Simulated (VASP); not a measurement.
# Sm (I4/mmm) in VASP: notebook, part 2 of 2

VASP 6.6.1. The steps go on from the part before.

**3. Single point, PBE, collinear spin, ferromagnetic start**

Contents of INCAR:

```
SYSTEM = Sm
PREC = Accurate
ENCUT = 400
EDIFF = 1E-6
ISMEAR = 1
SIGMA = 0.2
LREAL = .False.
LASPH = .True.
NELM = 100
ALGO = Normal
ISIF = 2
LWAVE = .False.
LCHARG = .False.
ISPIN = 2
MAGMOM = 5
LORBIT = 11
LMAXMIX = 6
GGA = PE
ADDGRID = .False.
```

Contents of KPOINTS:

```
regular mesh
0
Gamma
  5 5 5
  0 0 0
```

Contents of POSCAR:

```
Sm
1.0
   -1.8173030691      1.8173030691      2.5609871902
    1.8173030691     -1.8173030691      2.5609871902
    1.8173030691      1.8173030691     -2.5609871902
Sm
1
Direct
    0.0000000000      0.0000000000      0.0000000000
```

Potentials or basis: VASP PAW PBE potentials, release 64 (Sm).

On the command line:

```
$ cat potpaw_PBE.64/Sm/POTCAR > POTCAR
$ mpirun -np 1 vasp_std > vasp.out
```

OUTCAR:

```text
SYSTEM = Sm
   PREC = Accurate
   ENCUT = 400
   EDIFF = 1E-6
   ISMEAR = 1
   LREAL = .False.
   LASPH = .True.
   NELM = 100
   ISIF = 2
   ISPIN = 2
   LORBIT = 11
   GGA = PE

 Found     18 irreducible k-points:

 Following reciprocal coordinates:
            Coordinates               Weight
  0.000000  0.000000  0.000000      1.000000
  0.200000  0.000000 -0.000000      8.000000
  0.400000  0.000000  0.000000      8.000000
  0.200000  0.200000 -0.000000      8.000000
  0.400000  0.200000 -0.000000     16.000000
 -0.400000  0.200000  0.000000     16.000000
   k-points           NKPTS =     18   k-points in BZ     NKDIM =     18   number of bands    NBANDS=     15
   number of dos      NEDOS =    301   number of ions     NIONS =      1
   total plane-waves  NPLWV =  13824
   dimension x,y,z NGX =    24 NGY =   24 NGZ =   24
   dimension x,y,z NGXF=    48 NGYF=   48 NGZF=   48
   ions per type =               1
   NGX,Y,Z   is equivalent  to a cutoff of  11.00, 11.00, 11.00 a.u.
   NGXF,Y,Z  is equivalent  to a cutoff of  21.99, 21.99, 21.99 a.u.
 SYSTEM =  Sm
   PREC   = accura    normal or accurate (medium, high low for compatibility)
   ISTART =      0    job   : 0-new  1-cont  2-samecut
   ICHARG =      2    charge: 1-file 2-atom 10-const
   ISPIN  =      2    spin polarized calculation?
   LNONCOLLINEAR =      F non collinear calculations
   LSORBIT =      F    spin-orbit coupling
   LASPH  =      T    aspherical Exc in radial PAW
   ENCUT  =  400.0 eV  29.40 Ry    5.42 a.u.   5.92  5.92  5.92*2*pi/ulx,y,z
   NELM   =    100;   NELMIN=  2; NELMDL= -5     # of ELM steps
   EDIFF  = 0.1E-05   stopping-criterion for ELM
   LREAL  =      F    real-space projection
   EDIFFG = 0.1E-04   stopping-criterion for IOM
   NSW    =      0    number of steps for IOM
   IBRION =     -1    ionic relax: 0-MD 1-quasi-New 2-CG
   NFREE  =      0    steps in history (QN), initial steepest desc. (CG)
   ISIF   =      2    stress and relaxation
   ISYM   =      2    0-nonsym 1-usesym 2-fastsym
   POTIM  = 0.5000    time-step for ionic-motion
   TEBEG  =    0.0;   TEEND  =   0.0 temperature during run
   PSTRESS=    0.0 pullay stress
   NELECT =      16.0000    total number of electrons
   NUPDOWN=      -1.0000    fix difference up-down
   EMIN   =  10.00;   EMAX   =-10.00  energy-range for DOS
   EFERMI =   0.00;   METHOD = LEGACY
   ISMEAR =     1;   SIGMA  =   0.20  broadening in eV -4-tet -1-fermi 0-gaus
   EFERMI_NEDOS =   21; number of points for ismear=-14 and -15
   IALGO  =     38    algorithm
   IMIX   =      4    mixing-type and parameters
     AMIX     =   0.40;   BMIX     =  1.00
     AMIX_MAG =   1.60;   BMIX_MAG =  1.00
  volume/ion in A,a.u.               =      33.83       228.31
[... 131 lines left out ...]
      4     -16.2625      1.00000
      5       1.2406      1.00000
      6       2.5500      1.00004
      7       2.7078      1.00211
      8       2.7105      1.00223
      9       2.8136      1.01325
     10       2.8252      1.01546
     11       3.0911      0.83789
     12       3.0989      0.81377
     13       3.5615     -0.01064
     14       4.4153     -0.00000
     15       6.0527     -0.00000

 [... further k-points ...]

 spin component 2

 k-point     1 :       0.0000    0.0000    0.0000
  band No.  band energies     occupation
      1     -34.1720      1.00000
      2     -13.9016      1.00000
      3     -13.9016      1.00000
      4     -13.9003      1.00000
      5      -0.0508      1.00000
      6       6.1161     -0.00000
      7       6.2347     -0.00000
      8       6.2348     -0.00000
      9       6.2662     -0.00000
     10       6.7095     -0.00000
     11       6.7095     -0.00000
     12       6.7198     -0.00000
     13       7.3608      0.00000
     14       7.3608      0.00000
[... 77 lines left out ...]
      2     -14.7377      1.00000
      3     -14.1835      1.00000
      4     -14.1297      1.00000
      5       2.7058      1.00203
      6       4.3192     -0.00000
      7       5.2441     -0.00000
      8       6.6325     -0.00000
      9       6.7650     -0.00000
     10       6.8388     -0.00000
     11       6.9466     -0.00000
     12       6.9884     -0.00000
     13       7.0977     -0.00000
     14       7.2646      0.00000
     15       7.9408      0.00000

 [... further k-points ...]
[... 5 lines left out ...]
  --------------------------------------------------------------------------------------
  -------------------------------------------------------------------------------------
  Total        0.3984653      0.3984653      0.4271982      0.0000000      0.0000000      0.0000000
  in kB       18.8703058     18.8703058     20.2310224      0.0000000      0.0000000      0.0000000
  external PRESSURE =      19.3238780 kB  Pullay stress =       0.0000000 kB

 VOLUME and BASIS-vectors are now :
 -----------------------------------------------------------------------------
  energy-cutoff  :      400.00
  volume of cell :       33.83
      direct lattice vectors                 reciprocal lattice vectors
    -1.817303069  1.817303069  2.560987190     0.000000000  0.275132975  0.195237212
     1.817303069 -1.817303069  2.560987190     0.275132975  0.000000000  0.195237212
     1.817303069  1.817303069 -2.560987190     0.275132975  0.275132975  0.000000000

 POSITION                                       TOTAL-FORCE (eV/Angst)
 -----------------------------------------------------------------------------------
      0.00000      0.00000      0.00000         0.000000      0.000000     -0.000000
 -----------------------------------------------------------------------------------
    total drift:                                0.000000      0.000000     -0.000000

  FREE ENERGIE OF THE ION-ELECTRON SYSTEM (eV)
  ---------------------------------------------------
  free  energy   TOTEN  =        -9.2753014328 eV

  energy  without entropy=       -9.2599761489  energy(sigma->0) =       -9.27019300

 total charge

# of ion       s       p       d       f       tot
--------------------------------------------------
    1        2.079   5.605   0.464   5.525  13.673

 magnetization (x)

# of ion       s       p       d       f       tot
--------------------------------------------------
    1        0.001  -0.050   0.315   5.521   5.786
```

OSZICAR:

```text
N       E                     dE             d eps       ncg     rms          rms(c)
DAV:   1     0.891351241506E+02    0.89135E+02   -0.50336E+03  1239   0.331E+03
DAV:   2     0.355743508019E+01   -0.85578E+02   -0.78980E+02  1444   0.244E+02
DAV:   3    -0.624741306400E+01   -0.98048E+01   -0.95579E+01  1592   0.876E+01
[... 13 lines left out ...]
DAV:  17    -0.927506931350E+01    0.25988E-03   -0.33282E-03  1710   0.765E-01    0.732E-01
DAV:  18    -0.927535135573E+01   -0.28204E-03   -0.60378E-04  2042   0.390E-01    0.581E-01
DAV:  19    -0.927532940137E+01    0.21954E-04   -0.52601E-05  1807   0.160E-01    0.439E-01
DAV:  20    -0.927529904973E+01    0.30352E-04   -0.70640E-05  1632   0.192E-01    0.283E-01
DAV:  21    -0.927530090080E+01   -0.18511E-05   -0.13270E-05  1918   0.559E-02    0.180E-01
DAV:  22    -0.927530143280E+01   -0.53200E-06   -0.22576E-06   901   0.466E-02
   1 F= -.92753014E+01 E0= -.92701930E+01  d E =-.153253E-01  mag=     6.7773
```

stdout:

```text
POSCAR found type information on POSCAR Sm
 POSCAR found :  1 types and       1 ions
 scaLAPACK will be used
 LDA part: xc-table for (Slater+PW92), standard interpolation
 POSCAR, INCAR and KPOINTS ok, starting setup
 FFT: planning ... GRIDC
 FFT: planning ... GRID_SOFT
 FFT: planning ... GRID
 WAVECAR not read
 entering main loop
```

Wall time 17 s (1 thread of Intel Xeon Platinum 8488C (Sapphire Rapids), shared host); peak memory 0.16 GiB.

These settings aren't checked as converged: the numbers below hold their error.

Results:

```
Free energy                                           : -9.2753 eV
Pressure                                              : 1.9 GPa
Band gap on the k mesh                                : none (metal or under the smearing width)
Net moment                                            : 6.78 μB per cell
Site moments                                          : Sm +5.79 μB
Valence electrons inside the program's atomic spheres : Sm 13.67
```

Caveat: the k mesh is coarse (spacing up to 0.49 Å⁻¹), so the values aren't converged; the cutoff is under 1.25 times the usual one of these potentials, so pressure, stress and relaxed cells hold a basis-set (Pulay) error; the magnetic or orbital state may not be the lowest; spin-orbit coupling is left out, which moves the levels of the heavy elements.

**4. Single point, PBE, collinear spin, ferromagnetic start**

INCAR is that of step 3.

KPOINTS is that of step 3.

Contents of POSCAR:

```
Sm
1.0
   -1.8424340000      1.8281900000      2.5309280000
    1.8521830000     -1.8921630000      2.5832430000
    1.7732950000      1.8230240000     -2.5763240000
Sm
1
Direct
    0.0008670000     -0.0165060000      0.0081580000
```

Potentials or basis: VASP PAW PBE potentials, release 64 (Sm).

On the command line:

```
$ cat potpaw_PBE.64/Sm/POTCAR > POTCAR
$ mpirun -np 1 vasp_std > vasp.out
```

OUTCAR:

```text
SYSTEM = Sm
   PREC = Accurate
   ENCUT = 400
   EDIFF = 1E-6
   ISMEAR = 1
   LREAL = .False.
   LASPH = .True.
   NELM = 100
   ISIF = 2
   ISPIN = 2
   LORBIT = 11
   GGA = PE

 Found     63 irreducible k-points:

 Following reciprocal coordinates:
            Coordinates               Weight
  0.000000  0.000000  0.000000      1.000000
  0.200000  0.000000  0.000000      2.000000
  0.400000 -0.000000  0.000000      2.000000
  0.000000  0.200000 -0.000000      2.000000
  0.200000  0.200000 -0.000000      2.000000
  0.400000  0.200000  0.000000      2.000000
   k-points           NKPTS =     63   k-points in BZ     NKDIM =     63   number of bands    NBANDS=     15
   number of dos      NEDOS =    301   number of ions     NIONS =      1
   total plane-waves  NPLWV =  13824
   dimension x,y,z NGX =    24 NGY =   24 NGZ =   24
   dimension x,y,z NGXF=    48 NGYF=   48 NGZF=   48
   ions per type =               1
   NGX,Y,Z   is equivalent  to a cutoff of  11.01, 10.79, 11.02 a.u.
   NGXF,Y,Z  is equivalent  to a cutoff of  22.01, 21.57, 22.04 a.u.
 SYSTEM =  Sm
   PREC   = accura    normal or accurate (medium, high low for compatibility)
   ISTART =      0    job   : 0-new  1-cont  2-samecut
   ICHARG =      2    charge: 1-file 2-atom 10-const
   ISPIN  =      2    spin polarized calculation?
   LNONCOLLINEAR =      F non collinear calculations
   LSORBIT =      F    spin-orbit coupling
   LASPH  =      T    aspherical Exc in radial PAW
   ENCUT  =  400.0 eV  29.40 Ry    5.42 a.u.   5.91  6.03  5.90*2*pi/ulx,y,z
   NELM   =    100;   NELMIN=  2; NELMDL= -5     # of ELM steps
   EDIFF  = 0.1E-05   stopping-criterion for ELM
   LREAL  =      F    real-space projection
   EDIFFG = 0.1E-04   stopping-criterion for IOM
   NSW    =      0    number of steps for IOM
   IBRION =     -1    ionic relax: 0-MD 1-quasi-New 2-CG
   NFREE  =      0    steps in history (QN), initial steepest desc. (CG)
   ISIF   =      2    stress and relaxation
   ISYM   =      2    0-nonsym 1-usesym 2-fastsym
   POTIM  = 0.5000    time-step for ionic-motion
   TEBEG  =    0.0;   TEEND  =   0.0 temperature during run
   PSTRESS=    0.0 pullay stress
   NELECT =      16.0000    total number of electrons
   NUPDOWN=      -1.0000    fix difference up-down
   EMIN   =  10.00;   EMAX   =-10.00  energy-range for DOS
   EFERMI =   0.00;   METHOD = LEGACY
   ISMEAR =     1;   SIGMA  =   0.20  broadening in eV -4-tet -1-fermi 0-gaus
   EFERMI_NEDOS =   21; number of points for ismear=-14 and -15
   IALGO  =     38    algorithm
   IMIX   =      4    mixing-type and parameters
     AMIX     =   0.40;   BMIX     =  1.00
     AMIX_MAG =   1.60;   BMIX_MAG =  1.00
  volume/ion in A,a.u.               =      33.83       228.31
  Fermi-wavevector in a.u.,A,eV,Ry     =   1.275481  2.410310 22.134673  1.626853
  Thomas-Fermi vector in A             =   2.408191
   LORBIT       =     11    0 simple, 1 ext, 2 COOP (PROOUT), +10 PAW based schemes
   GGA     = PE    functional components
   LHFCALC =     F    Hartree Fock is set to
   AEXX    =    0.0000 exact exchange contribution
   IVDW    =     0    specifies the selected vdW correction
   LEPSILON=     F    determine dielectric tensor
   LRPA    =     F    only Hartree local field effects (RPA)
 spin polarized calculation
 Methfessel and Paxton  Order N= 1 SIGMA  =   0.20
  energy-cutoff  :      400.00
  volume of cell :       33.83
 maximum number of plane-waves:       624
   NGX = 11   NGY = 13   NGZ = 11

 number of electron      16.0000001 magnetization       6.7652325

 Free energy of the ion-electron system (eV)
  ---------------------------------------------------
  ext. energy  EPLUGINS =         0.00000000
  ---------------------------------------------------
  free energy    TOTEN  =        -9.27250813 eV

  energy without entropy =       -9.25621637  energy(sigma->0) =       -9.26707754

 E-fermi :   3.1710     XC(G=0):  -9.7510

 val. band max:        3.1702470194   @ k =   0.0000   0.2000   0.4000
 cond. band min:       3.1728266796   @ k =  -0.4000   0.4000   0.2000
 fundamental gap:      0.0025796603
 Fermi energy:         3.1709664973

 spin component 1

 k-point     1 :       0.0000    0.0000    0.0000
  band No.  band energies     occupation
      1     -36.9061      1.00000
      2     -16.0820      1.00000
      3     -16.0576      1.00000
      4     -16.0435      1.00000
      5      -1.5289      1.00000
      6       2.8260      1.01749
      7       2.9127      1.03484
      8       2.9189      1.03527
      9       2.9200      1.03533
     10       2.9271      1.03545
     11       2.9368      1.03498
     12       2.9493      1.03303
     13       4.5884     -0.00000
     14       4.8935     -0.00000
     15       5.0469     -0.00000

 k-point     2 :       0.2000    0.0000    0.0000
  band No.  band energies     occupation
      1     -36.8686      1.00000
      2     -16.4281      1.00000
      3     -16.1287      1.00000
      4     -16.1027      1.00000
      5      -0.4722      1.00000
      6       2.7466      1.00529
      7       2.7827      1.00961
      8       2.7951      1.01157
      9       2.8858      1.03079
     10       2.9190      1.03528
     11       2.9742      1.02338
     12       2.9898      1.01236
     13       4.3311     -0.00000
     14       5.0425     -0.00000
     15       5.4011     -0.00000
[... 41 lines left out ...]
      3     -16.3375      1.00000
      4     -16.1300      1.00000
      5       0.9404      1.00000
      6       2.6500      1.00072
      7       2.7218      1.00334
      8       2.7406      1.00475
      9       2.7862      1.01015
     10       2.8298      1.01830
     11       3.0515      0.91873
     12       3.0882      0.81916
     13       3.8020     -0.00004
     14       4.5931     -0.00000
     15       5.9481     -0.00000

 k-point     6 :       0.4000    0.2000    0.0000
  band No.  band energies     occupation
      1     -36.7858      1.00000
      2     -16.9508      1.00000
      3     -16.4676      1.00000
      4     -16.2260      1.00000
      5       1.7587      1.00000
      6       2.5944      1.00018
      7       2.6588      1.00088
      8       2.6795      1.00140
      9       2.8035      1.01304
     10       3.0914      0.80891
     11       3.1526      0.57720
     12       3.1940      0.40336
     13       3.6207     -0.00330
     14       4.2481     -0.00000
     15       5.6280     -0.00000

 [... further k-points ...]

 spin component 2

 k-point     1 :       0.0000    0.0000    0.0000
  band No.  band energies     occupation
      1     -34.1787      1.00000
      2     -13.9305      1.00000
      3     -13.9018      1.00000
      4     -13.8869      1.00000
      5      -0.0578      1.00000
      6       5.9812     -0.00000
      7       6.1058     -0.00000
      8       6.2979     -0.00000
      9       6.4580     -0.00000
     10       6.6492     -0.00000
     11       6.7169     -0.00000
     12       6.7499     -0.00000
     13       7.3413      0.00000
     14       7.3503      0.00000
     15       7.3613      0.00000

 k-point     2 :       0.2000    0.0000    0.0000
  band No.  band energies     occupation
      1     -34.1351      1.00000
      2     -14.3183      1.00000
      3     -13.9816      1.00000
      4     -13.9532      1.00000
      5       1.0267      1.00000
      6       5.1784     -0.00000
      7       6.1628     -0.00000
      8       6.4605     -0.00000
      9       6.5047     -0.00000
     10       6.6936     -0.00000
     11       6.7604     -0.00000
     12       6.9001     -0.00000
     13       7.3133      0.00000
     14       7.3508      0.00000
     15       7.4333      0.00000
[... 41 lines left out ...]
      3     -14.2136      1.00000
      4     -13.9838      1.00000
      5       2.4755      1.00001
      6       4.6628     -0.00000
      7       5.3670     -0.00000
      8       6.4938     -0.00000
      9       6.6813     -0.00000
     10       6.7483     -0.00000
     11       6.9103     -0.00000
     12       6.9392     -0.00000
     13       7.1659     -0.00000
     14       7.2220      0.00000
     15       7.7557      0.00000

 k-point     6 :       0.4000    0.2000    0.0000
  band No.  band energies     occupation
      1     -34.0380      1.00000
      2     -14.8994      1.00000
      3     -14.3593      1.00000
      4     -14.0914      1.00000
      5       3.3441     -0.00494
      6       4.3221     -0.00000
      7       5.6028     -0.00000
      8       6.4738     -0.00000
      9       6.7678     -0.00000
     10       6.8068     -0.00000
     11       6.8802     -0.00000
     12       6.9901     -0.00000
     13       7.0924     -0.00000
     14       7.1129     -0.00000
     15       7.6508      0.00000

 [... further k-points ...]
[... 5 lines left out ...]
  --------------------------------------------------------------------------------------
  -------------------------------------------------------------------------------------
  Total        0.5879761      0.5047978      0.5693805      0.0589085      0.1265117      0.0018685
  in kB       27.8450560     23.9059399     26.9644147      2.7897591      5.9912710      0.0884861
  external PRESSURE =      26.2384702 kB  Pullay stress =       0.0000000 kB

 VOLUME and BASIS-vectors are now :
 -----------------------------------------------------------------------------
  energy-cutoff  :      400.00
  volume of cell :       33.83
      direct lattice vectors                 reciprocal lattice vectors
    -1.842434000  1.828190000  2.530928000     0.004892204  0.276448139  0.198983867
     1.852183000 -1.892163000  2.583243000     0.275599134  0.007644485  0.195105370
     1.773295000  1.823024000 -2.576324000     0.281145287  0.279242012  0.002957090

 POSITION                                       TOTAL-FORCE (eV/Angst)
 -----------------------------------------------------------------------------------
      1.83448     -1.84447      2.52178         0.000000      0.000000     -0.000000
 -----------------------------------------------------------------------------------
    total drift:                               -0.000008     -0.000010      0.000012

  FREE ENERGIE OF THE ION-ELECTRON SYSTEM (eV)
  ---------------------------------------------------
  free  energy   TOTEN  =        -9.2725081291 eV

  energy  without entropy=       -9.2562163673  energy(sigma->0) =       -9.26707754

 total charge

# of ion       s       p       d       f       tot
--------------------------------------------------
    1        2.079   5.605   0.463   5.527  13.674

 magnetization (x)

# of ion       s       p       d       f       tot
--------------------------------------------------
    1        0.001  -0.051   0.312   5.523   5.785
```

Wall time 42 s (1 thread of Intel Xeon Platinum 8488C (Sapphire Rapids), shared host); peak memory 0.18 GiB.

The run converged, but some of its settings lie outside the range that counts as converged, so its numbers aren't taken as properties of the crystal.

What came out:

| Quantity | Value |
| --- | --- |
| Free energy | -9.2725 eV |
| Pressure | 2.6 GPa |
| Band gap on the k mesh | none (metal or under the smearing width) |
| Net moment | 6.77 μB per cell |
| Site moments | Sm +5.79 μB |
| Valence electrons inside the program's atomic spheres | Sm 13.67 |

Caveat: the k mesh is coarse (spacing up to 0.50 Å⁻¹), so the values aren't converged; the cutoff is under 1.25 times the usual one of these potentials, so pressure, stress and relaxed cells hold a basis-set (Pulay) error; the magnetic or orbital state may not be the lowest; spin-orbit coupling is left out, which moves the levels of the heavy elements.
